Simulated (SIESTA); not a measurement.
Runs of SIESTA 5.4.2 on MnO. It takes space group Fm-3m (No. 225, cubic). The conventional cell has a = 4.448 Å, b = 4.448 Å, c = 4.448 Å, α = 90.00°, β = 90.00°, γ = 90.00°. Mn (site symmetry m-3m) has 6 O at 2.22 Å as nearest neighbours. O (site symmetry m-3m) is surrounded by 6 Mn at 2.22 Å. The cell is a database's computed one.

```csv
task,level,potentials or basis,cell,k mesh,optimiser,force tolerance,energy shift,gap on the mesh (eV),pressure (GPa),moment (μB)
single point,PBE,"PseudoDojo 0.4 standard (PBE files), DZP (energy shift 0.002 Ry)",as given,10 × 10 × 10,-,-,0.002 Ry,none,1.6,(c)
band structure,PBE,"PseudoDojo 0.4 standard (PBE files), TZP (energy shift 0.01 Ry)",as given,10 × 10 × 10,-,-,0.01 Ry,none,0.3,4.89
single point,PBE,"PseudoDojo 0.4 standard (PBE files), TZP (energy shift 0.002 Ry)",as given,8 × 8 × 8,-,-,0.002 Ry,none,1.9,(b)
relaxation of cell and atoms,RPBE,"PseudoDojo 0.4 standard (PBE files), DZP (energy shift 0.002 Ry)",relaxed,7 × 7 × 7,Broyden,0.04 eV/Å,0.002 Ry,none,0.0,4.96
band structure,PBE,"PseudoDojo 0.4 standard (PBE files), DZP (energy shift 0.01 Ry)",as given,10 × 10 × 10,-,-,0.01 Ry,none,(a),4.90
```

Alike in all rows: spin collinear, ferromagnetic start; smearing fermi-dirac 0.05 eV; grid cutoff 800 Ry.

Task: Estimate the missing entries.

Result: (a) 1.3; (b) 4.84; (c) 4.82.

Caveats: semicore shells carry a single zeta, which can move pressures by several GPa and volumes by a few percent; the basis of atomic orbitals isn't converged, which shifts pressures, moduli and gaps; a cell with one magnetic atom can't hold antiferromagnetic order, which such compounds often take; semilocal functionals often make such compounds metallic where correlation or magnetic order opens a gap, which also shifts bond lengths; the potentials were made for another functional, which shifts forces and pressure (some runs).

A k mesh can miss the band edges.

A gap of «none» marks a metal or a gap under the smearing width.

Not every run made on this cell is shown here.
